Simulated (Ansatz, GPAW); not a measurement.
Given: the input of a run of Ansatz 0.2.0 on V. 

input.yaml

```yaml
crystal:
  lattice:
    - [-1.51435, 1.51435, 1.51435]
    - [1.51435, -1.51435, 1.51435]
    - [1.51435, 1.51435, -1.51435]
  atoms:
    - { symbol: V, position: [0.0, 0.0, 0.0], spin: 2.0 }
hamiltonian:
  xc: pbe
  pseudopotentials: { kind: paw }
magnetization:
  spin_polarized: true
kpoints:
  mp_grid: { grid: [12, 12, 12] }
scf:
  occupations: { method: gaussian, width: 0.014 }
output:
  forces: true
  stress: true
  eigenvalues: true
```

Potentials or basis: Ansatz PAW.

The run is started by

```console
$ ansatz run input.yaml --threads 2 --pin off --max-ram 5632MiB --backend cpu --events-out ev --progress --plain --runs-dir out
```

Question: What does the same run look like in GPAW 26.7.0 (ASE script)? Potentials or basis there: GPAW PAW data sets (gpaw-data 1.2.1), cutoff 600 eV.

Answer: As run (cutoffs and basis follow the program's own potentials, and thresholds, step limits or extra output files can differ):

File run.py:

```python
from ase.dft.bandgap import bandgap
from ase.io import read, write
from ase.units import GPa
from gpaw import GPAW, PW

atoms = read('V.xyz')
atoms.set_initial_magnetic_moments([2.0])

calc = GPAW(mode=PW(600),
            xc='PBE',
            kpts={'size': (12, 12, 12), 'gamma': True},
            occupations={'name': 'methfessel-paxton', 'order': 0, 'width': 0.014},
            nbands=15,
            convergence={'density': 1e-05, 'energy': 1e-05},
            maxiter=150,
            txt='gpaw.txt')
atoms.calc = calc
energy = atoms.get_potential_energy()
forces = atoms.get_forces()
stress = atoms.get_stress()
calc.write('gs.gpw')
write('result.traj', atoms)
print(f'Energy: {energy:.6f} eV')
print('Forces (eV/A):')
print(forces.round(4))
print('Stress (GPa):', (stress / GPa).round(3))
print('Moments:', calc.get_magnetic_moments().round(3))
print('Fermi level:', round(calc.get_fermi_level(), 4), 'eV')
print(f'Gap: {bandgap(calc)[0]:.4f} eV, direct: {bandgap(calc, direct=True)[0]:.4f} eV')
```

File V.xyz:

```xyz
1
Lattice="-1.5143500000 1.5143500000 1.5143500000 1.5143500000 -1.5143500000 1.5143500000 1.5143500000 1.5143500000 -1.5143500000" Properties=species:S:1:pos:R:3 pbc="T T T"
V      0.0000000000      0.0000000000      0.0000000000
```

Potentials or basis: GPAW PAW data sets (gpaw-data 1.2.1), pw.

Command:

```sh
$ OMP_NUM_THREADS=1 python run.py
```

Both were run:

|  | Ansatz | GPAW |
| --- | --- | --- |
| Pressure | -5.2 GPa | -4.2 GPa |
| Net moment | -0.12 μB per cell | 0.11 μB per cell |

Ansatz's pressure holds a Pulay term of +0.08 GPa for its cutoff of 420 eV, which the other run lacks.

Where Ansatz's input types no cutoff or centring, it takes its own default and a Γ-centred mesh.

The magnetic state is the one that the start led to; the real crystal's order can differ.

Pressure is positive in compression.
